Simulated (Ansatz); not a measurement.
A distorted cell of ZrO2 (tetragonal-ZrO2 type, space group P4_2/nmc):

```xyz
6
Lattice="3.6013 0.0000 0.0000 0.0000 3.6013 0.0000 0.0000 0.0000 5.2281" Properties=species:S:1:pos:R:3 pbc="T T T"
Zr     0.0000     0.0000     0.0000
Zr     1.8007     1.8007     2.6140
O      0.0000     1.8007     1.0288
O      0.0000     1.8007     3.6429
O      1.8007     0.0000     1.5852
O      1.8719     0.0000     4.1585
```

Computed with r2SCAN (plane waves to 500 eV, PAW, scalar-relativistic; Ansatz, a first-principles code). k mesh 7×7×5 (Γ-centred), Fermi-Dirac smearing 0.05 eV. E stands for the smeared free energy. Stress and pressure are positive under compression. This is a high-temperature form of ZrO2. ZrO2 is run without spin polarisation. ZrO2 was relaxed with its symmetry unable to fall.

Problem. Predict the force on every atom, in eV/Å.

Solution. 
| atom | Fx | Fy | Fz |
|---|---|---|---|
| Zr1 | 0.470 | 0.000 | -0.165 |
| Zr2 | 0.060 | 0.000 | 0.039 |
| O3 | 0.029 | 0.000 | -0.050 |
| O4 | 0.510 | 0.000 | 0.043 |
| O5 | 0.046 | 0.000 | -0.332 |
| O6 | -1.115 | 0.000 | 0.464 |

Problem. What is the stress tensor (GPa)?

Solution. 
```
   -0.5      0.0      1.2
    0.0      0.6      0.0
    1.2      0.0     -0.5
```
The pressure, a third of the trace, is -0.2 GPa.

Problem. In it atom 6 sits (0.071, 0.000, -0.041) Å away from its relaxed site. What is its energy relative to the relaxed cell?

Solution. 51 meV/cell.

(A displaced cell: forces are minus the slopes of the energy, force constants its curvatures, and phonons follow from these.)
